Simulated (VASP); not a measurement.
# MgB2 (P6/mmm) in VASP: a series of runs, part 2 of 2

VASP 6.6.1. Earlier steps stand in the parts before.

### Step 3. Optical spectrum, PBE

Input file INCAR:

```
SYSTEM = MgB2
ALGO = Normal ; CSHIFT = 0.1
EDIFF = 1E-6 ; ENCUT = 520
GGA = PE ; ISIF = 2
ISMEAR = -1 ; LASPH = .TRUE.
LCHARG = .FALSE. ; LOPTICS = .TRUE.
LREAL = .FALSE. ; LWAVE = .FALSE.
NBANDS = 36 ; NEDOS = 2000
NELM = 100 ; PREC = Accurate
SIGMA = 0.05
```

Input file KPOINTS:

```
k-points
0
G
  8 8 6
  0 0 0
```

Input file POSCAR:

```
MgB2
1.0
    3.0850000000      0.0000000000      0.0000000000
   -1.5425000000      2.6716883707      0.0000000000
    0.0000000000      0.0000000000      3.5230000000
Mg B
1 2
Direct
    0.0000000000      0.0000000000      0.0000000000
    0.3333333333      0.6666666667      0.5000000000
    0.6666666667      0.3333333333      0.5000000000
```

Potentials or basis: VASP PAW PBE potentials, release 64 (Mg, B).

Run with:

```console
$ cat potpaw_PBE.64/Mg/POTCAR potpaw_PBE.64/B/POTCAR > POTCAR
$ mpirun -np 1 vasp_std > vasp.out
```

OUTCAR:

```text
SYSTEM = MgB2
   EDIFF = 1E-6
   ENCUT = 520
   GGA = PE
   ISIF = 2
   ISMEAR = -1
   LASPH = .TRUE.
   LREAL = .FALSE.
   NELM = 100
   PREC = Accurate

 ion  position               nearest neighbor table
   1  0.000  0.000  0.000-   2 2.51   3 2.51   2 2.51   3 2.51   3 2.51   3 2.51   2 2.51   2 2.51
                             3 2.51   3 2.51   2 2.51   2 2.51
   2  0.333  0.667  0.500-   3 1.78   3 1.78   3 1.78   1 2.51   1 2.51   1 2.51   1 2.51   1 2.51
                             1 2.51
   3  0.667  0.333  0.500-   2 1.78   2 1.78   2 1.78   1 2.51   1 2.51   1 2.51   1 2.51   1 2.51
                             1 2.51

  LATTYP: Found a hexagonal cell.
 ALAT       =     3.0850000000
 C/A-ratio  =     1.1419773096

  Lattice vectors:

 A1 = (   3.0850000000,   0.0000000000,   0.0000000000)
 A2 = (  -1.5425000000,   2.6716883707,   0.0000000000)
 A3 = (   0.0000000000,   0.0000000000,   3.5230000000)

Analysis of symmetry for initial positions (statically):
=====================================================================
 Subroutine PRICEL returns:
 Original cell was already a primitive cell.

 Routine SETGRP: Setting up the symmetry group for a
 hexagonal supercell.

 Subroutine GETGRP returns: Found 24 space group operations
[... 658 lines left out ...]
      1.54250      0.89056      1.76150         0.000000     -0.000000     -0.000000
 -----------------------------------------------------------------------------------
    total drift:                                0.000000     -0.000000      0.000000

  FREE ENERGIE OF THE ION-ELECTRON SYSTEM (eV)
  ---------------------------------------------------
  free  energy   TOTEN  =       -15.3167935520 eV

  energy  without entropy=      -15.3066693279  energy(sigma->0) =      -15.31173144

 electrical conductivity sigma (Mega S m-1) (frequency dependency in vasprun.xml)
  --------------------------------------------------------------------------------------
       0.214       0.000       0.000
       0.000       0.214       0.000
       0.000       0.000       0.174

  frequency dependent IMAGINARY DIELECTRIC FUNCTION (independent particle, no local field effects) density-density
     E(ev)      X         Y         Z        XY        YZ        ZX
  --------------------------------------------------------------------------------------------------------------
     0.00000     0.00000     0.00000     0.00000     0.00000     0.00000     0.00000
     0.75791     6.10081     6.10081     0.03239     0.00000     0.00000     0.00000
     1.51582     6.91002     6.91002     0.07641     0.00000     0.00000     0.00000
     2.27373     5.49916     5.49916     0.16041    -0.00000     0.00000     0.00000
     3.03163    12.42934    12.42934     0.51616     0.00000     0.00000     0.00000
     3.78954     2.16200     2.16200     1.71949    -0.00000     0.00000     0.00000
[... 92 lines left out ...]
    74.27504     0.00017     0.00017     0.00018     0.00000    -0.00000     0.00000
    75.03295     0.00017     0.00017     0.00017     0.00000    -0.00000     0.00000

  frequency dependent      REAL DIELECTRIC FUNCTION (independent particle, no local field effects) density-density
     E(ev)        X           Y           Z          XY          YZ          ZX
  --------------------------------------------------------------------------------------------------------------
     0.00000    18.12751    18.12751     6.77322     0.00000     0.00000     0.00000
     0.75791    13.19847    13.19847     6.89262     0.00000     0.00000     0.00000
     1.51582    -4.22294    -4.22294     7.29144    -0.00000     0.00000     0.00000
     2.27373     8.48790     8.48790     8.14099    -0.00000     0.00000     0.00000
     3.03163     3.22666     3.22666     9.80981    -0.00000    -0.00000     0.00000
     3.78954     3.34980     3.34980    15.19124    -0.00000    -0.00000    -0.00000
[... 92 lines left out ...]
    74.27504     0.93960     0.93960     0.93985    -0.00000     0.00000    -0.00000
    75.03295     0.94089     0.94089     0.94116    -0.00000     0.00000    -0.00000

  frequency dependent IMAGINARY DIELECTRIC FUNCTION (independent particle, no local field effects) current-current
     E(ev)      X         Y         Z        XY        YZ        ZX
  --------------------------------------------------------------------------------------------------------------
     0.00000    94.44848    94.44848    30.50689    -0.00000     0.00000    -0.00000
     0.75791     8.90969     8.90969     1.58927    -0.00000     0.00000    -0.00000
     1.51582     5.70449     5.70449     0.90785    -0.00000     0.00000    -0.00000
     2.27373     6.30260     6.30260     0.79031     0.00000     0.00000    -0.00000
     3.03163    12.52154    12.52154     1.09810    -0.00000     0.00000    -0.00000
     3.78954     2.27737     2.27737     2.49259     0.00000     0.00000    -0.00000
[... 92 lines left out ...]
    74.27504     0.00001     0.00001     0.00001    -0.00000    -0.00000    -0.00000
    75.03295     0.00001     0.00001     0.00001    -0.00000    -0.00000    -0.00000

  frequency dependent      REAL DIELECTRIC FUNCTION (independent particle, no local field effects) current-current
     E(ev)        X           Y           Z          XY          YZ          ZX
  --------------------------------------------------------------------------------------------------------------
     0.00000    17.81008    17.81008     6.77192    -0.00000     0.00000    -0.00000
     0.75791    11.96965    11.96965     6.89095    -0.00000     0.00000    -0.00000
     1.51582    -4.78485    -4.78485     7.28949     0.00000     0.00000    -0.00000
     2.27373     7.94569     7.94569     8.13827     0.00000     0.00000    -0.00000
     3.03163     2.12672     2.12672     9.79207     0.00000    -0.00000     0.00000
     3.78954     3.24151     3.24151    15.15983     0.00000     0.00000     0.00000
[... 92 lines left out ...]
    74.27504     0.93961     0.93961     0.93986    -0.00000    -0.00000     0.00000
    75.03295     0.94090     0.94090     0.94117    -0.00000    -0.00000     0.00000
```

stdout:

```text
POSCAR found type information on POSCAR MgB
 POSCAR found :  2 types and       3 ions
 scaLAPACK will be used
 LDA part: xc-table for (Slater+PW92), standard interpolation
 POSCAR, INCAR and KPOINTS ok, starting setup
 FFT: planning ... GRIDC
 FFT: planning ... GRID_SOFT
 FFT: planning ... GRID
 WAVECAR not read
 entering main loop
 optical routines
 imaginary and real dielectric function
 recalculating local potential from charge density
 direction            1
 direction            2
 direction            3
```

Wall time 26 s (1 thread of AMD EPYC 7R13 (Zen 3), shared host); peak memory 0.15 GiB.

Results:

| Property | Result |
| --- | --- |
| Free energy | -15.3168 eV |
| Pressure | -1.2 GPa |
| Band gap on the k mesh | none (metal or under the smearing width) |

Dielectric function (mean over the directions given):
```csv
energy (eV),real part,imaginary part
0.30,15.48,1.46
0.76,11.10,4.08
1.29,4.07,18.06
1.74,3.72,1.51
2.27,8.37,3.72
2.80,9.16,3.86
3.26,2.95,3.07
3.79,7.30,2.01
4.32,12.32,6.06
4.77,-1.38,9.03
5.31,5.88,5.44
5.84,4.71,3.60
6.29,7.73,8.95
6.82,1.00,10.48
7.28,-2.99,7.09
7.81,0.37,5.92
8.34,-1.58,5.70
8.79,1.14,7.35
9.32,-3.34,5.41
9.85,-3.71,3.31
10.31,-2.97,1.46
10.84,-2.02,2.29
11.37,-1.35,1.38
11.82,-1.66,0.86
12.35,-0.42,0.85
12.88,-0.54,1.44
13.34,-0.63,1.36
13.87,-0.76,1.46
14.32,-1.05,1.39
14.86,-0.85,0.77
15.39,-0.68,0.44
15.84,-0.43,0.44
16.37,-0.34,0.46
16.90,-0.28,0.29
17.36,-0.12,0.35
17.89,0.04,0.21
18.42,0.04,0.38
18.87,0.19,0.28
19.40,0.16,0.35
19.93,0.14,0.43
```

Caveat: spectra need much finer meshes, so this one isn't converged; independent-particle spectra lack excitons; the intraband (Drude) part of a metal's response may be missing.
